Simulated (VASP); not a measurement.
# Ta (Im-3m) in VASP: further runs, part 2 of 2

VASP 6.6.1. The steps go on from the part before.

### Step 4. Vibrations by finite differences, PBEsol

This run uses another cell than the first one, of 17.67 Å³/atom, 0.981 times its volume.

The input, INCAR:

```
PREC = Accurate
ENCUT = 520
EDIFF = 1E-8
ISMEAR = 0
SIGMA = 0.1
LREAL = False
LASPH = True
NELM = 60
ALGO = Fast
ISIF = 3
LWAVE = False
LCHARG = False
GGA = PS
IBRION = 6
NFREE = 2
POTIM = 0.015
NSW = 1
```

The input, KPOINTS:

```
Automatic mesh
0
Gamma
  18 18 18
```

The input, POSCAR:

```
Ta                                      
1.0
   -1.6407153660      1.6407153660      1.6407153660
    1.6407153660     -1.6407153660      1.6407153660
    1.6407153660      1.6407153660     -1.6407153660
  Ta            
     1
Direct
     0.0000000000000000    0.0000000000000000    0.0000000000000000
```

Potentials or basis: VASP PAW PBE potentials, release 64 (Ta_pv).

Launch:

```bash
> cat potpaw_PBE.64/Ta_pv/POTCAR > POTCAR
> mpirun -np 1 vasp_std > vasp.out
```

OUTCAR:

```text
PREC = Accurate
   ENCUT = 520
   EDIFF = 1E-8
   ISMEAR = 0
   LREAL = False
   LASPH = True
   NELM = 60
   ISIF = 3
   GGA = PS
   IBRION = 6
   NFREE = 2
   POTIM = 0.015
   NSW = 1

 ion  position               nearest neighbor table
   1  0.000  0.000  0.000-

  LATTYP: Found a body centered cubic cell.
 ALAT       =     3.2814307320

  Lattice vectors:

 A1 = (  -1.6407153660,   1.6407153660,   1.6407153660)
 A2 = (   1.6407153660,  -1.6407153660,   1.6407153660)
 A3 = (   1.6407153660,   1.6407153660,  -1.6407153660)

Analysis of symmetry for initial positions (statically):
=====================================================================
 Subroutine PRICEL returns:
 Original cell was already a primitive cell.

 Routine SETGRP: Setting up the symmetry group for a
 body centered cubic supercell.

 Subroutine GETGRP returns: Found 48 space group operations
 (whereof 48 operations were pure point group operations)
 out of a pool of 48 trial point group operations.

The static configuration has the point symmetry O_h .

Analysis of symmetry for dynamics (positions and initial velocities):
=====================================================================
 Subroutine PRICEL returns:
 Original cell was already a primitive cell.

 Routine SETGRP: Setting up the symmetry group for a
 body centered cubic supercell.

 Subroutine GETGRP returns: Found 48 space group operations
 (whereof 48 operations were pure point group operations)
 out of a pool of 48 trial point group operations.

The dynamic configuration has the point symmetry O_h .

 Subroutine INISYM returns: Found 48 space group operations
 (whereof 48 operations are pure point group operations),
 and found     1 'primitive' translations

----------------------------------------------------------------------------------------

                                     Primitive cell

  volume of cell :      17.6669

  direct lattice vectors                    reciprocal lattice vectors
    -1.640715366  1.640715366  1.640715366     0.000000000  0.304745119  0.304745119
     1.640715366 -1.640715366  1.640715366     0.304745119  0.000000000  0.304745119
     1.640715366  1.640715366 -1.640715366     0.304745119  0.304745119  0.000000000

  length of vectors
     2.841802375  2.841802375  2.841802375     0.430974681  0.430974681  0.430974681

  position of ions in fractional coordinates (direct lattice)
     0.000000000  0.000000000  0.000000000

  ion indices of the primitive-cell ions
   primitive index   ion index
                 1           1

----------------------------------------------------------------------------------------

 KPOINTS: Automatic mesh

Automatic generation of k-mesh.
 Grid dimensions read from file:
 generate k-points for:   18   18   18

[... 214 lines left out ...]
  free  energy   TOTEN  =       -12.5517527628 eV

  energy  without entropy=      -12.5460645116  energy(sigma->0) =      -12.54890864

[... ionic steps 4 to 12 ...]

--------------------------------------- Ionic step       13  -------------------------------------------

 number of electron      11.0000002 magnetization

------------------------ aborting loop because EDIFF is reached ----------------------------------------
[... 65 lines left out ...]
--------------------------------------- Ionic step       15  -------------------------------------------

 number of electron      11.0000001 magnetization

 Free energy of the ion-electron system (eV)
  ---------------------------------------------------
  ext. energy  EPLUGINS =         0.00000000
  ---------------------------------------------------
  free energy    TOTEN  =       -12.55539359 eV

  energy without entropy =      -12.54944114  energy(sigma->0) =      -12.55241737

 E-fermi :   5.4860     XC(G=0): -12.8272

 val. band max:        5.4857431507   @ k =   0.1667   0.0000   0.0000
 cond. band min:       5.4896961150   @ k =  -0.1667   0.2222   0.0556
 fundamental gap:      0.0039529643
 Fermi energy:         5.4860210733

 k-point     1 :       0.0000    0.0000    0.0000
  band No.  band energies     occupation
      1     -27.4681      2.00000
      2     -27.4681      2.00000
      3     -27.4681      2.00000
      4      -2.5262      2.00000
      5       6.1984      0.00000
      6       6.1984      0.00000
      7       6.1984      0.00000
      8       9.5375      0.00000
      9       9.5375      0.00000
[... 265 lines left out ...]
 k-point    24 :       0.3889    0.1111    0.0000
  band No.  band energies     occupation
      1     -28.6483      2.00000
      2     -27.9079      2.00000
      3     -27.5319      2.00000
      4       1.4092      2.00000
      5       3.9943      2.00000
      6       6.2032      0.00000
      7       9.2945      0.00000
      8      10.6281      0.00000
      9      13.5750      0.00000

 [... further k-points ...]
[... 5 lines left out ...]
  --------------------------------------------------------------------------------------
  -------------------------------------------------------------------------------------
  Total        0.0010843      0.0010843      0.0010843     -0.0000000      0.0000000      0.0000000
  in kB        0.0983361      0.0983361      0.0983361     -0.0000000      0.0000000      0.0000000
  external PRESSURE =       0.0983361 kB  Pullay stress =       0.0000000 kB
[... 16 lines left out ...]
  FREE ENERGIE OF THE ION-ELECTRON SYSTEM (eV)
  ---------------------------------------------------
  free  energy   TOTEN  =       -12.5553935911 eV

  energy  without entropy=      -12.5494411438  energy(sigma->0) =      -12.55241737

 INTERNAL STRAIN TENSORS FROM STRAINED CELLS
 ============================================

 INTERNAL STRAIN TENSOR FOR ION    1 for displacements in x,y,z  (eV/Angst):
          X           Y           Z          XY          YZ          ZX
  --------------------------------------------------------------------------------
  x    -0.00000     0.00000     0.00000    -0.00000    -0.00000    -0.00000
  y     0.00000    -0.00000     0.00000    -0.00000     0.00000     0.00000
  z    -0.00000    -0.00000    -0.00000    -0.00000     0.00000     0.00000

 INTERNAL STRAIN TENSORS FROM DISPLACED ATOMS
 ============================================

 INTERNAL STRAIN TENSOR FOR ION    1 for displacements in x,y,z  (eV/Angst):
          X           Y           Z          XY          YZ          ZX
  --------------------------------------------------------------------------------
  x     0.00000     0.00000     0.00000     0.00000     0.00000     0.00000
  y     0.00000     0.00000     0.00000     0.00000     0.00000     0.00000
  z     0.00000     0.00000     0.00000     0.00000     0.00000     0.00000

 Eigenvectors and eigenvalues of the dynamical matrix
 ----------------------------------------------------

   1 f/i=    0.000000 THz     0.000000 2PiTHz    0.000000 cm-1     0.000000 meV
             X         Y         Z           dx          dy          dz
      0.000000  0.000000  0.000000     0.935602    0.353057    0.000000

   2 f/i=    0.000000 THz     0.000000 2PiTHz    0.000000 cm-1     0.000000 meV
             X         Y         Z           dx          dy          dz
      0.000000  0.000000  0.000000     0.000000    0.000000    1.000000

   3 f/i=    0.000000 THz     0.000000 2PiTHz    0.000000 cm-1     0.000000 meV
             X         Y         Z           dx          dy          dz
      0.000000  0.000000  0.000000     0.353057   -0.935602    0.000000

--------------------------------------------------------------------------------------------------------

 ELASTIC MODULI CONTR FROM IONIC RELAXATION (kBar)
 Direction    XX          YY          ZZ          XY          YZ          ZX
 --------------------------------------------------------------------------------
 XX           0.0000      0.0000      0.0000      0.0000      0.0000      0.0000
 YY           0.0000      0.0000      0.0000      0.0000      0.0000      0.0000
 ZZ           0.0000      0.0000      0.0000      0.0000      0.0000      0.0000
 XY           0.0000      0.0000      0.0000      0.0000      0.0000      0.0000
 YZ           0.0000      0.0000      0.0000      0.0000      0.0000      0.0000
 ZX           0.0000      0.0000      0.0000      0.0000      0.0000      0.0000
 --------------------------------------------------------------------------------

 TOTAL ELASTIC MODULI (kBar)
 Direction    XX          YY          ZZ          XY          YZ          ZX
 --------------------------------------------------------------------------------
 XX        2852.7629   1708.0526   1708.0526      0.0000      0.0000     -0.0000
 YY        1708.0526   2852.7629   1708.0526      0.0000      0.0000      0.0000
 ZZ        1708.0526   1708.0526   2852.7629      0.0000      0.0000     -0.0000
 XY           0.0000      0.0000      0.0000    777.4803      0.0000     -0.0000
 YZ           0.0000      0.0000      0.0000      0.0000    777.4803      0.0000
 ZX          -0.0000      0.0000     -0.0000     -0.0000      0.0000    777.4803
 --------------------------------------------------------------------------------
```

OSZICAR:

```text
N       E                     dE             d eps       ncg     rms          rms(c)
DAV:   1     0.468053751330E+02    0.46805E+02   -0.66422E+03  3510   0.117E+03
DAV:   2    -0.123721593603E+02   -0.59178E+02   -0.58270E+02  4574   0.250E+02
DAV:   3    -0.130476971453E+02   -0.67554E+00   -0.65671E+00  3984   0.268E+01
[... 13 lines left out ...]
RMM:   7    -0.125553932654E+02   -0.12592E-05   -0.12583E-05  3681   0.508E-02    0.127E-03
RMM:   8    -0.125553935523E+02   -0.28690E-06   -0.25614E-06  3538   0.227E-02    0.951E-04
RMM:   9    -0.125553935685E+02   -0.16219E-07   -0.53482E-07  3493   0.106E-02    0.453E-04
RMM:  10    -0.125553935883E+02   -0.19861E-07   -0.12487E-07  2986   0.520E-03    0.708E-05
RMM:  11    -0.125553935911E+02   -0.27917E-08   -0.23153E-08  2462   0.218E-03
  15 F= -.12555394E+02 E0= -.12552417E+02  d E =-.595245E-02
```

stdout:

```text
POSCAR found type information on POSCAR Ta
 POSCAR found :  1 types and       1 ions
 scaLAPACK will be used
 -----------------------------------------------------------------------------
|                                                                             |
|                                                                             |
|     You enforced a specific xc type in the INCAR file but a different       |
|     I HOPE YOU KNOW WHAT YOU ARE DOING!                                     |
|                                                                             |
 -----------------------------------------------------------------------------

 LDA part: xc-table for (Slater+PW92), standard interpolation
 POSCAR, INCAR and KPOINTS ok, starting setup
 FFT: planning ... GRIDC
 FFT: planning ... GRID_SOFT
 FFT: planning ... GRID
 WAVECAR not read
 entering main loop
 Found     1 degrees of freedom:
 Adding 6 more for cell shape distortion
 Finite differences POTIM= 0.01500 DOF=   7
 bond charge predicted
 Finite differences progress:
 bond charge predicted
 Finite differences progress:
 bond charge predicted
 Finite differences progress:
 bond charge predicted
 Finite differences progress:
 bond charge predicted
 Finite differences progress:
 bond charge predicted
 Finite differences progress:
 bond charge predicted
 Finite differences progress:
 bond charge predicted
 Finite differences progress:
 bond charge predicted
 Finite differences progress:
 bond charge predicted
 Finite differences progress:
 bond charge predicted
 Finite differences progress:
 bond charge predicted
 Finite differences progress:
 bond charge predicted
 Finite differences progress:
 bond charge predicted
 Finite differences progress:
```

It took 18 min on 1 thread of Intel Xeon Platinum 8259CL at 2.50GHz (Skylake/Cascade Lake), shared host; peak memory 0.59 GiB.

Results:

```yaml
Elastic_constants_C11_C12_C44: 285, 171, 78 GPa
Voigt_bulk_modulus: 209 GPa
```

Elastic tensor in Voigt notation (GPa, in the Cartesian axes of the cell as first typed):
```
285 171 171   0   0   0
171 285 171   0   0   0
171 171 285   0   0   0
  0   0   0  78   0   0
  0   0   0   0  78   0
  0   0   0   0   0  78
```

Clamped-ion elastic tensor (GPa):
```
285 171 171   0   0   0
171 285 171   0   0   0
171 171 285   0   0   0
  0   0   0  78   0   0
  0   0   0   0  78   0
  0   0   0   0   0  78
```

Caveat: elastic constants of metals need much finer meshes, so these are rough; the PAW data sets were made with another functional, which shifts forces and pressure a little. Spin-orbit coupling is left out, which matters for the levels of Ta.
